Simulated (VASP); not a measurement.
# KBr (P1) in VASP: reference runs

How does KBr come out in PBE? The cell is run as given.

All numbers are computed with VASP 6.6.1; they aren't measurements. Logs are shortened: lines on timing, memory, paths and dates and some standing lists are left out, and cuts for length are marked.

### Step 1. The cell of the first run

The typed cell holds 4 atoms: a = 4.043 Å, b = 5.718 Å, c = 5.718 Å, α = 90.00°, β = 90.00°, γ = 90.00°.

The cell comes from a database or a generator and needn't be the stable form of this composition.

### Step 2. Single point, PBE (all atoms moved at random, sigma 0.05 Å a component)

INCAR reads:

```
ALGO     = Normal         # electronic algorithm
EDIFF    = 1E-7           # SCF threshold, eV
ENCUT    = 520            # plane-wave cutoff, eV
GGA      = PE             # functional
ISIF     = 2              # what is computed and relaxed
ISMEAR   = -1             # smearing method
LASPH    = True           # aspherical terms in the spheres
LCHARG   = False          # write CHGCAR
LREAL    = False          # projectors in reciprocal space
LWAVE    = False          # write WAVECAR
NBANDS   = 24             # bands
NELM     = 60             # most SCF steps
PREC     = Accurate       # precision mode
SIGMA    = 0.05           # smearing width, eV
```

KPOINTS reads:

```
k-points
0
Gamma
  7 5 5
```

POSCAR reads:

```
KBr
1.0
   -4.0434990000      0.0000000000      0.0000000000
    0.0000000000      4.0434990000      4.0434990000
    0.0000000000      4.0434990000     -4.0434990000
K Br
2 2
Direct
    0.9767029200      0.0006510400      0.9945281000
    0.0027015700      0.5049181300      0.4814720400
    0.5011123400      0.5034284200      0.0031614800
    0.5194831700      0.9910024200      0.5208383800
```

Potentials or basis: VASP PAW PBE potentials, release 64 (K_sv, Br).

The run is started by

```bash
cat potpaw_PBE.64/K_sv/POTCAR potpaw_PBE.64/Br/POTCAR > POTCAR
mpirun -np 1 vasp_std > vasp.out
```

OUTCAR:

```text
EDIFF = 1E-7
   ENCUT = 520
   GGA = PE
   ISIF = 2
   ISMEAR = -1
   LASPH = True
   LREAL = False
   NELM = 60
   PREC = Accurate

 ion  position               nearest neighbor table
   1  0.977  0.001  0.995-   4 3.28
   2  0.003  0.505  0.481-
   3  0.501  0.503  0.003-
   4  0.519  0.991  0.521-   1 3.28

  LATTYP: Found a simple tetragonal cell.
 ALAT       =     5.7183711252
 C/A-ratio  =     0.7071067812

  Lattice vectors:

 A1 = (   0.0000000000,   4.0434990000,   4.0434990000)
 A2 = (   0.0000000000,   4.0434990000,  -4.0434990000)
 A3 = (  -4.0434990000,   0.0000000000,   0.0000000000)

Analysis of symmetry for initial positions (statically):
=====================================================================
 Subroutine PRICEL returns:
 Original cell was already a primitive cell.

 Routine SETGRP: Setting up the symmetry group for a
 simple tetragonal supercell.

 Subroutine GETGRP returns: Found  1 space group operations
 (whereof  1 operations were pure point group operations)
 out of a pool of 16 trial point group operations.

The static configuration has the point symmetry C_1 .

Analysis of symmetry for dynamics (positions and initial velocities):
=====================================================================
 Subroutine PRICEL returns:
 Original cell was already a primitive cell.

 Routine SETGRP: Setting up the symmetry group for a
 simple tetragonal supercell.

 Subroutine GETGRP returns: Found  1 space group operations
 (whereof  1 operations were pure point group operations)
 out of a pool of 16 trial point group operations.

The dynamic configuration has the point symmetry C_1 .

 Subroutine INISYM returns: Found  1 space group operations
 (whereof  1 operations are pure point group operations),
 and found     1 'primitive' translations

----------------------------------------------------------------------------------------

                                     Primitive cell

  volume of cell :     132.2215

  direct lattice vectors                    reciprocal lattice vectors
    -4.043499000  0.000000000  0.000000000    -0.247310559  0.000000000  0.000000000
     0.000000000  4.043499000  4.043499000     0.000000000  0.123655280  0.123655280
     0.000000000  4.043499000 -4.043499000     0.000000000  0.123655280 -0.123655280

  length of vectors
     4.043499000  5.718371125  5.718371125     0.247310559  0.174874974  0.174874974

  position of ions in fractional coordinates (direct lattice)
     0.976702920  0.000651040  0.994528100
     0.002701570  0.504918130  0.481472040
     0.501112340  0.503428420  0.003161480
     0.519483170  0.991002420  0.520838380

  ion indices of the primitive-cell ions
   primitive index   ion index
                 1           1
                 2           2
                 3           3
                 4           4

----------------------------------------------------------------------------------------

 KPOINTS: k-points

Automatic generation of k-mesh.
 Grid dimensions read from file:
 generate k-points for:    7    5    5

 Generating k-lattice:

  Cartesian coordinates                     Fractional coordinates (reciprocal lattice)
    -0.035330080  0.000000000  0.000000000     0.142857143  0.000000000  0.000000000
     0.000000000  0.024731056  0.024731056     0.000000000  0.200000000  0.000000000
     0.000000000  0.024731056 -0.024731056     0.000000000  0.000000000  0.200000000

  Length of vectors
     0.035330080  0.034974995  0.034974995

  Shift w.r.t. Gamma in fractional coordinates (k-lattice)
     0.000000000  0.000000000  0.000000000

 Subroutine IBZKPT returns following result:
 ===========================================

 Found     88 irreducible k-points:

 Following reciprocal coordinates:
            Coordinates               Weight
  0.000000  0.000000  0.000000      1.000000
  0.142857  0.000000  0.000000      2.000000
  0.285714  0.000000  0.000000      2.000000
  0.428571  0.000000  0.000000      2.000000
  0.000000  0.200000  0.000000      2.000000
  0.000000  0.000000  0.200000      2.000000
[... 16 lines left out ...]
  0.142857 -0.400000  0.000000      2.000000
  0.142857  0.000000 -0.400000      2.000000
 [... further k-points ...]
   k-points           NKPTS =     88   k-points in BZ     NKDIM =     88   number of bands    NBANDS=     24
   number of dos      NEDOS =    301   number of ions     NIONS =      4
   total plane-waves  NPLWV =  69120
   dimension x,y,z NGX =    30 NGY =   48 NGZ =   48
   dimension x,y,z NGXF=    60 NGYF=   96 NGZF=   96
   ions per type =               2   2
   NGX,Y,Z   is equivalent  to a cutoff of  12.33, 13.95, 13.95 a.u.
   NGXF,Y,Z  is equivalent  to a cutoff of  24.67, 27.91, 27.91 a.u.
 SYSTEM =  unknown system
   PREC   = accura    normal or accurate (medium, high low for compatibility)
   ISTART =      0    job   : 0-new  1-cont  2-samecut
   ICHARG =      2    charge: 1-file 2-atom 10-const
   ISPIN  =      1    spin polarized calculation?
   LNONCOLLINEAR =      F non collinear calculations
   LSORBIT =      F    spin-orbit coupling
   LASPH  =      T    aspherical Exc in radial PAW
   ENCUT  =  520.0 eV  38.22 Ry    6.18 a.u.   7.52 10.63 10.63*2*pi/ulx,y,z
   NELM   =     60;   NELMIN=  2; NELMDL= -5     # of ELM steps
   EDIFF  = 0.1E-06   stopping-criterion for ELM
   LREAL  =      F    real-space projection
   EDIFFG = 0.1E-05   stopping-criterion for IOM
   NSW    =      0    number of steps for IOM
   IBRION =     -1    ionic relax: 0-MD 1-quasi-New 2-CG
   NFREE  =      0    steps in history (QN), initial steepest desc. (CG)
   ISIF   =      2    stress and relaxation
   ISYM   =      2    0-nonsym 1-usesym 2-fastsym
   POTIM  = 0.5000    time-step for ionic-motion
   TEBEG  =    0.0;   TEEND  =   0.0 temperature during run
   PSTRESS=    0.0 pullay stress
   NELECT =      32.0000    total number of electrons
   NUPDOWN=      -1.0000    fix difference up-down
   EMIN   =  10.00;   EMAX   =-10.00  energy-range for DOS
   EFERMI =   0.00;   METHOD = LEGACY
   ISMEAR =    -1;   SIGMA  =   0.05  broadening in eV -4-tet -1-fermi 0-gaus
   EFERMI_NEDOS =   21; number of points for ismear=-14 and -15
   IALGO  =     38    algorithm
   IMIX   =      4    mixing-type and parameters
     AMIX     =   0.40;   BMIX     =  1.00
     AMIX_MAG =   1.60;   BMIX_MAG =  1.00
  volume/ion in A,a.u.               =      33.06       223.07
  Fermi-wavevector in a.u.,A,eV,Ry     =   1.020213  1.927923 14.161412  1.040834
  Thomas-Fermi vector in A             =   2.153770
   LORBIT       =      0    0 simple, 1 ext, 2 COOP (PROOUT), +10 PAW based schemes
   GGA     = PE    functional components
   LHFCALC =     F    Hartree Fock is set to
   AEXX    =    0.0000 exact exchange contribution
   IVDW    =     0    specifies the selected vdW correction
   LEPSILON=     F    determine dielectric tensor
   LRPA    =     F    only Hartree local field effects (RPA)
 non-spin polarized calculation
  energy-cutoff  :      520.00
  volume of cell :      132.22
 maximum number of plane-waves:      3578
 NGX is ok and might be reduce to    30
   NGX = 15   NGY = 21   NGZ = 21

 number of electron      31.9999998 magnetization

 Free energy of the ion-electron system (eV)
  ---------------------------------------------------
  ext. energy  EPLUGINS =         0.00000000
  ---------------------------------------------------
  free energy    TOTEN  =       -12.13029410 eV

  energy without entropy =      -12.13029410  energy(sigma->0) =      -12.13029410

 E-fermi :   0.4060     XC(G=0):  -7.8188

 val. band max:       -0.7727340241   @ k =   0.0000   0.0000   0.0000
 cond. band min:       3.1012453549   @ k =   0.0000   0.0000   0.0000
 fundamental gap:      3.8739793789
 Fermi energy:         0.4060072772

 k-point     1 :       0.0000    0.0000    0.0000
  band No.  band energies     occupation
      1     -29.4224      2.00000
      2     -29.3997      2.00000
      3     -13.5540      2.00000
      4     -13.3297      2.00000
      5     -12.9878      2.00000
      6     -12.9553      2.00000
[... 16 lines left out ...]
     23       7.3231      0.00000
     24       8.8843      0.00000

 k-point     2 :       0.1429    0.0000    0.0000
  band No.  band energies     occupation
      1     -29.4205      2.00000
      2     -29.3980      2.00000
      3     -13.5889      2.00000
      4     -13.3035      2.00000
      5     -12.9824      2.00000
      6     -12.9538      2.00000
[... 16 lines left out ...]
     23       7.1852      0.00000
     24       8.7817      0.00000

 k-point     3 :       0.2857    0.0000    0.0000
  band No.  band energies     occupation
      1     -29.4162      2.00000
      2     -29.3941      2.00000
      3     -13.6622      2.00000
      4     -13.2412      2.00000
      5     -12.9695      2.00000
      6     -12.9520      2.00000
[... 16 lines left out ...]
     23       7.6362      0.00000
     24       8.7024      0.00000

 k-point     4 :       0.4286    0.0000    0.0000
  band No.  band energies     occupation
      1     -29.4128      2.00000
      2     -29.3910      2.00000
      3     -13.7173      2.00000
      4     -13.1863      2.00000
      5     -12.9588      2.00000
      6     -12.9544      2.00000
[... 16 lines left out ...]
     23       8.1044      0.00000
     24       8.5266      0.00000

 k-point     5 :       0.0000    0.2000    0.0000
  band No.  band energies     occupation
      1     -29.4207      2.00000
      2     -29.4012      2.00000
      3     -13.5828      2.00000
      4     -13.4310      2.00000
      5     -12.9752      2.00000
      6     -12.8661      2.00000
[... 16 lines left out ...]
     23       7.6630      0.00000
     24       8.5076      0.00000

 k-point     6 :       0.0000    0.0000    0.2000
  band No.  band energies     occupation
      1     -29.4208      2.00000
      2     -29.4012      2.00000
      3     -13.5851      2.00000
      4     -13.4317      2.00000
      5     -12.9742      2.00000
      6     -12.8656      2.00000
[... 16 lines left out ...]
     23       7.6589      0.00000
     24       8.6019      0.00000
[... 379 lines left out ...]
 k-point    21 :       0.1429    0.4000    0.0000
  band No.  band energies     occupation
      1     -29.4155      2.00000
      2     -29.4027      2.00000
      3     -13.5925      2.00000
      4     -13.5210      2.00000
      5     -12.9359      2.00000
      6     -12.8927      2.00000
[... 16 lines left out ...]
     23       7.5043      0.00000
     24       7.9862      0.00000

 k-point    22 :       0.1429    0.0000    0.4000
  band No.  band energies     occupation
      1     -29.4156      2.00000
      2     -29.4026      2.00000
      3     -13.5973      2.00000
      4     -13.5225      2.00000
      5     -12.9361      2.00000
      6     -12.8883      2.00000
[... 16 lines left out ...]
     23       7.4958      0.00000
     24       8.0207      0.00000

 k-point    23 :       0.1429   -0.4000    0.0000
  band No.  band energies     occupation
      1     -29.4155      2.00000
      2     -29.4027      2.00000
      3     -13.5922      2.00000
      4     -13.5215      2.00000
      5     -12.9358      2.00000
      6     -12.8927      2.00000
[... 16 lines left out ...]
     23       7.4850      0.00000
     24       7.9896      0.00000

 k-point    24 :       0.1429    0.0000   -0.4000
  band No.  band energies     occupation
      1     -29.4156      2.00000
      2     -29.4026      2.00000
      3     -13.5983      2.00000
      4     -13.5205      2.00000
      5     -12.9362      2.00000
      6     -12.8883      2.00000
[... 16 lines left out ...]
     23       7.5197      0.00000
     24       7.9632      0.00000

 [... further k-points ...]

------------------------ aborting loop because EDIFF is reached ----------------------------------------

  FORCE on cell =-STRESS in cart. coord.  units (eV):
  Direction    XX          YY          ZZ          XY          YZ          ZX
  --------------------------------------------------------------------------------------
  -------------------------------------------------------------------------------------
  Total        0.1105751      0.0997123      0.1253838     -0.0616335     -0.0744415      0.0763629
  in kB        1.3398801      1.2082512      1.5193220     -0.7468358     -0.9020354      0.9253185
  external PRESSURE =       1.3558178 kB  Pullay stress =       0.0000000 kB

 VOLUME and BASIS-vectors are now :
 -----------------------------------------------------------------------------
  energy-cutoff  :      520.00
  volume of cell :      132.22
      direct lattice vectors                 reciprocal lattice vectors
    -4.043499000  0.000000000  0.000000000    -0.247310559  0.000000000  0.000000000
     0.000000000  4.043499000  4.043499000     0.000000000  0.123655280  0.123655280
     0.000000000  4.043499000 -4.043499000     0.000000000  0.123655280 -0.123655280

 POSITION                                       TOTAL-FORCE (eV/Angst)
 -----------------------------------------------------------------------------------
     -3.94930      4.02401     -4.01874        -0.076615      0.044681     -0.029980
     -0.01092      3.98847      0.09480        -0.026437      0.052073     -0.113915
     -2.02625      2.04840      2.02283         0.038577     -0.030459     -0.054775
     -2.10053      6.11313      1.90111         0.064475     -0.066295      0.198670
 -----------------------------------------------------------------------------------
    total drift:                                0.000074     -0.000050      0.000145

  FREE ENERGIE OF THE ION-ELECTRON SYSTEM (eV)
  ---------------------------------------------------
  free  energy   TOTEN  =       -12.1302941028 eV

  energy  without entropy=      -12.1302941028  energy(sigma->0) =      -12.13029410
```

Wall time 2 min (1 thread of Intel Xeon 6975P-C (Granite Rapids), shared host); peak memory 0.4 GiB.

What came out:

```
Free energy            : -12.1303 eV
Pressure               : 0.1 GPa
Largest force          : 0.219 eV/Å
Band gap on the k mesh : 3.87 eV
```

Forces in eV/Å, atoms in the order of the input:
```
K   -0.077  0.045 -0.030
K   -0.026  0.052 -0.114
Br   0.039 -0.030 -0.055
Br   0.064 -0.066  0.199
```

Levels at points of the mesh, in eV from the valence-band top:
```
           k point  band 12  band 13  band 14  band 15  band 16  band 17  band 18  band 19  band 20  band 21
(0.00, 0.00, 0.00)    -1.37    -0.26    -0.26    -0.25     0.00     3.87     5.25     5.88     5.90     6.53
```

Caveat: an odd mesh through Γ misses points on the zone boundary, where band edges often lie.
